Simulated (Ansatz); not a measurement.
The cell is the one relaxed in the Materials Project (mp-72), not relaxed further here; entries there can be hypothetical.

Ti: DFT, r2SCAN, PAW with Ansatz's default frozen-core files, scalar-relativistic (Ansatz 0.2.0).

```yaml
crystal:
  lattice:
    - [4.5673748306, 0.0, 0.0]
    - [-2.2836874153, 3.9554626319, 0.0]
    - [0.0, 0.0, 2.82624427]
  atoms:
    - { symbol: Ti, position: [0.0, 0.0, 0.0] }
    - { symbol: Ti, position: [0.3333333333, 0.6666666667, 0.5] }
    - { symbol: Ti, position: [0.6666666667, 0.3333333333, 0.5] }
kpoints:
  mp_grid: { grid: [8, 8, 12] }
  band_path:
    path:
      - [0.0, 0.0, 0.0]
      - [0.5, 0.0, 0.0]
      - [0.3333333333, 0.3333333333, 0.0]
      - [0.0, 0.0, 0.0]
      - [0.0, 0.0, 0.5]
      - [0.5, 0.0, 0.5]
      - [0.3333333333, 0.3333333333, 0.5]
      - [0.0, 0.0, 0.5]
      - [0.5, 0.0, 0.5]
    npoints: 8
scf:
  occupations: { method: fermi_dirac, width: 0.08 }
hamiltonian:
  xc: r2scan
  pseudopotentials: { kind: paw }
output:
  forces: true
  stress: true
  eigenvalues: true
  efg: { contact_densities: true }
  populations: true
  bader: true
  dos: { projected: true, de: 0.2, e_range: [-14, 8] }
```

Output:

```
Engine: ansatz 0.2.0
Pseudopotentials: kind: paw
Pseudopotential: Ti, paw, valence charge 12, recommended cutoff 500 eV (meta_gga)
Functional definition: r2SCAN
  parameter k0 = 0.174
  parameter k1 = 0.065
  parameter a1 = 4.9479
  exchange = r2scan_x(k0 = k0, k1 = k1, a1 = a1)
  correlation = r2scan_c
Crystal: 3 atoms, lattice volume = 51.059 Å³
Basis set: ecut = 500 eV, 1313 PW (Γ), exchange–correlation on 144×144×96 points (64 copies of the dense FFT grid, shifted against one another)
Bands: 22, of which v1, the nominal top of the filled ones, is band 18 counted from 1 (17 counted from 0)
Symmetry: 24 space group operations
Space group: P6/mmm (ITA 191), of the structure as read, at distance tolerance 3.7e-5 Å
k-points: 70 of 768
Non-local potential: Ti, projectors of the file, l = 0: 3, l = 1: 2, l = 2: 3, l = 3: 1
PAW form: soft (Blöchl's): semilocal exchange-correlation on the pseudo side does not see the compensation charge
PAW frozen core: Ti, regenerated for the run's functional (the file was generated under x = pbe(κ = 0.804, μ = 0.2195149727645171), c = pbe(β = 0.06672455060314922))
PAW one-centre angular grid: Ti, 590 points (default); XC on 160 Gauss nodes
Initial density: superposition of atomic densities (neutral atoms: chi_scale 0, normalization atom), corrected by the library's trained network
Initial wavefunctions: pseudopotential atomic-orbital guess
Functional: x = r2scan, c = r2scan; τ floored in thin density (d = 2e-4 eV/Å³)
SCF iter   1: F=—  HF=-7513.125574 eV  |F-HF|=—  |Δ(HF+E_count)|=         —  Δρ=1.90e-2  dr2=1.77e-1  dr2_τ=2.72e-2  ethr=1.77e-3  ⟨swp⟩=4.1  Hψ=5366  notcnv=0
preconditioner: auto → none  [metal: Δε(μ)=0.031 eV  Ē_g=2.759 eV  σ=0.080 eV  W_gap=0.10  n_scr=8 (ndim 8)  ℏωp=18.0 eV  f_vac=0.000  D(μ)=2.18/eV (n_scr^D=26)  sad-step TF]
SCF iter   2: F=—  HF=-7513.188108 eV  |F-HF|=—  |Δ(HF+E_count)|=   6.25e-2  Δρ=9.38e-3  dr2=7.23e-2  dr2_τ=3.85e-3  ethr=4.91e-4  ⟨swp⟩=2.4  Hψ=3332  notcnv=0
SCF iter   3: F=—  HF=-7513.295644 eV  |F-HF|=—  |Δ(HF+E_count)|=   1.08e-1  Δρ=3.59e-2  dr2=1.41e0  dr2_τ=3.76e-2  ethr=2.01e-4  ⟨swp⟩=3.3  Hψ=3086  notcnv=0  recentre
SCF iter   4: F=—  HF=-7513.182884 eV  |F-HF|=—  |Δ(HF+E_count)|=   1.13e-1  Δρ=2.69e-3  dr2=2.03e-3  dr2_τ=2.99e-4  ethr=2.01e-4  ⟨swp⟩=2.3  Hψ=2385  notcnv=0
SCF iter   5: F=—  HF=-7513.184895 eV  |F-HF|=—  |Δ(HF+E_count)|=   2.01e-3  Δρ=2.00e-3  dr2=4.33e-3  dr2_τ=1.18e-4  ethr=5.63e-6  ⟨swp⟩=2.0  Hψ=3119  notcnv=0
SCF iter   6: F=—  HF=-7513.184674 eV  |F-HF|=—  |Δ(HF+E_count)|=   2.21e-4  Δρ=2.51e-4  dr2=1.53e-5  dr2_τ=1.66e-6  ethr=5.63e-6  ⟨swp⟩=2.0  Hψ=1871  notcnv=0
SCF iter   7: F=—  HF=-7513.184692 eV  |F-HF|=—  |Δ(HF+E_count)|=   1.73e-5  Δρ=1.46e-4  dr2=2.26e-5  dr2_τ=5.04e-7  ethr=4.24e-8  ⟨swp⟩=2.0  Hψ=2835  notcnv=0
SCF iter   8: F=—  HF=-7513.184690 eV  |F-HF|=—  |Δ(HF+E_count)|=   1.66e-6  Δρ=1.15e-5  dr2=1.10e-7  dr2_τ=4.16e-9  ethr=4.24e-8  ⟨swp⟩=2.0  Hψ=1825  notcnv=0
SCF iter   9: F=-7513.184690 eV  HF=-7513.184690 eV  |F-HF|=3.50e-9  |Δ(HF+E_count)|=   1.01e-9  Δρ=2.30e-6  dr2=4.61e-9  dr2_τ=1.05e-10  ethr=2.78e-10  ⟨swp⟩=3.6  Hψ=4571  notcnv=0
SCF 1 converged in 9 iterations: F = -7513.184690 eV  dr2 = 4.61e-9
  greatest PAW one-centre occupation: 1.001 electrons in one spin orbital (limit 2), on the Ti atom at site 2 (counted from 0), in its partial waves of l = 1
NSCF: frozen V_eff on 65 k-points
SCF converged after 9 iterations
Free energy (F): -7513.184690 eV
Harris-Foulkes:  -7513.184690 eV  (|F-HF|=3.50e-9)
Internal energy: -7513.131687 eV  (E = F + TS)
E sigma→0 (E₀):  -7513.158189 eV
Entropy (-TS):   -0.053003 eV (-17.668 meV/atom)
Fermi energy:    13.610388 eV
--- Per-component energies (eV) ---
  E_band       = -501.737796
  E_kinetic    = 818.448127
  E_local      = -2404.747171  (includes V_loc(G=0)·N_el)
  E_nonlocal   = 22.222982
  E_hartree    = 987.242053
  E_xc         = -278.943666
  E_vxc        = -398.685302  (∫ρ·V_xc dr)
  E_paw        = -3170.481875  (= ΣΔE_a)
  E_vpaw       = -540.854407  (= ΣTr[D̂ρ^β])
  E_aug_tail   = 0.000280  (compensation charges beyond the density's cutoff)
  E_vtau       = 27.392750  (kinetic-family band-sum trace: ∫τ·v_τ [+ j·A + Jᵃ·Aᵃ] dr)
  E_ewald      = -3486.112046
  E_core_change = -0.760371  (= ΣΔE_core)
  E_smearing   = -0.053003  (= −TS)
  E_closure    = 0.000000  (closes the sum)
  Σ components = -7513.184690   (vs F -7513.184690, Δ=0.00e0)
--- Forces (eV/Å), atoms counted from 1 ---
  atom   1  Ti     0.00000000     0.00000000     0.00000000
  atom   2  Ti     0.00000000     0.00000000     0.00000000
  atom   3  Ti     0.00000000    -0.00000000     0.00000000
  max |Σ_I F_I| component: 5.55e-17 eV/Å
--- Stress (GPa, compression-positive) ---
       -0.017680      -0.000000       0.000000
        0.000000      -0.017680       0.000000
        0.000000       0.000000      -0.085096
  P = ⅓ Tr σ = -0.0402 GPa (-0.402 kbar)
--- PAW observables at the nuclei: V_zz in 10²¹ V/m², potentials from the cell's mean, atoms counted from 1 ---
  atom   1  Ti V_zz =    -1.304356   η = 0.0000   by run symmetry: allowed
            electrostatic potential = -2530.654548 V   contact ρ = 56728.273934 e/Å³
  atom   2  Ti V_zz =    -1.400690   η = 0.0000   by run symmetry: allowed
            electrostatic potential = -2530.840385 V   contact ρ = 56727.690528 e/Å³
  atom   3  Ti V_zz =    -1.400690   η = 0.0000   by run symmetry: allowed
            electrostatic potential = -2530.840385 V   contact ρ = 56727.690528 e/Å³
--- Band table (eV; the first three rows and the last of 70) ---
  k-point 0: bands = ["-45.6448", "-45.4043", "-45.2376", "-20.8990", "-20.8990", "-20.8385", "-20.8385", "-20.5310", "-20.3247", "-20.2412", "-20.2219", "-20.2219", "7.0637", "11.5854", "12.8277", "12.8277", "12.8539", "12.8539", "13.6432", "14.4418", "15.0574", "15.0574"]
  k-point 1: bands = ["-45.6399", "-45.4015", "-45.2339", "-20.8917", "-20.8917", "-20.8341", "-20.8341", "-20.5604", "-20.3608", "-20.2710", "-20.2228", "-20.2228", "7.2293", "11.7078", "12.7458", "12.7458", "12.7552", "12.7552", "13.8567", "14.5802", "15.0009", "15.0009"]
  k-point 2: bands = ["-45.6264", "-45.3937", "-45.2239", "-20.8714", "-20.8714", "-20.8219", "-20.8219", "-20.6399", "-20.4587", "-20.3516", "-20.2253", "-20.2253", "7.7094", "12.0205", "12.4583", "12.4583", "12.5624", "12.5624", "14.4734", "14.9354", "14.9354", "14.9893"]
  k-point 69: bands = ["-45.5695", "-45.2856", "-45.2607", "-21.0906", "-20.9374", "-20.8822", "-20.7100", "-20.6568", "-20.6265", "-20.5479", "-20.4581", "-20.1638", "10.8334", "11.7993", "12.1862", "12.2626", "12.4941", "12.6388", "14.0477", "14.4355", "14.5373", "14.7453"]
--- Löwdin populations: 3 sites ---
  site symbol       q [e]
     0     Ti     11.7154
     1     Ti     11.9065
     2     Ti     11.9065
  spilling = 0.013103 (of n_electrons = 36.000000)
--- Bader charges: 3 sites ---
  site symbol  charge [e]  shift [e] shared [e]
     0     Ti      0.6717     0.0000     0.6098
     1     Ti     -0.2320     0.0000    -0.3049
     2     Ti     -0.2320     0.0000    -0.3049
  maxima off the nuclei: 3, with 0.2077 electrons
  on the straight line to a nucleus their density falls by 1.8e-3 of itself; PAW files or a low cutoff
  can make one that falls by little (a run on other files and one at a higher cutoff tell): if they did, read the shared
  charge, to which what the maxima have on the atom's side is counted
  estimated error of the sums over rays = 9.3e-4 e
```

populations.tsv:

```
# site	symbol	l	j	q
# orbitals = lowdin
# n_electrons = 36.000000
# spilling = 0.013103
0	Ti	0_3S	-	1.926503
0	Ti	0_4S	-	0.934514
0	Ti	1_3P	-	5.992027
0	Ti	2_3D	-	2.862308
1	Ti	0_3S	-	1.916015
1	Ti	0_4S	-	0.918548
1	Ti	1_3P	-	5.984080
1	Ti	2_3D	-	3.087822
2	Ti	0_3S	-	1.916015
2	Ti	0_4S	-	0.918548
2	Ti	1_3P	-	5.984080
2	Ti	2_3D	-	3.087822
```

bader_charges.tsv:

```
# site	symbol	x_ang	y_ang	z_ang	partial_charge_e	electrons	volume_ang3	relative_density_drop	shared_charge_e	partial_wave_shift_e
# quadrature_error_electrons = 9.3e-4
0	Ti	0.0000	0.0000	0.0000	0.67170	21.32830	14.00	-	0.60982	0.00000
1	Ti	0.0000	2.6370	1.4131	-0.23204	22.23204	17.96	-	-0.30493	0.00000
2	Ti	2.2837	1.3185	1.4131	-0.23201	22.23201	17.96	-	-0.30490	0.00000
-	-	-1.1418	1.9777	0.0000	-0.06923	0.06923	0.38	1.83e-3	-	-
-	-	2.2837	0.0000	0.0000	-0.06920	0.06920	0.38	1.83e-3	-	-
-	-	1.1418	1.9777	0.0000	-0.06922	0.06922	0.38	1.83e-3	-	-
```
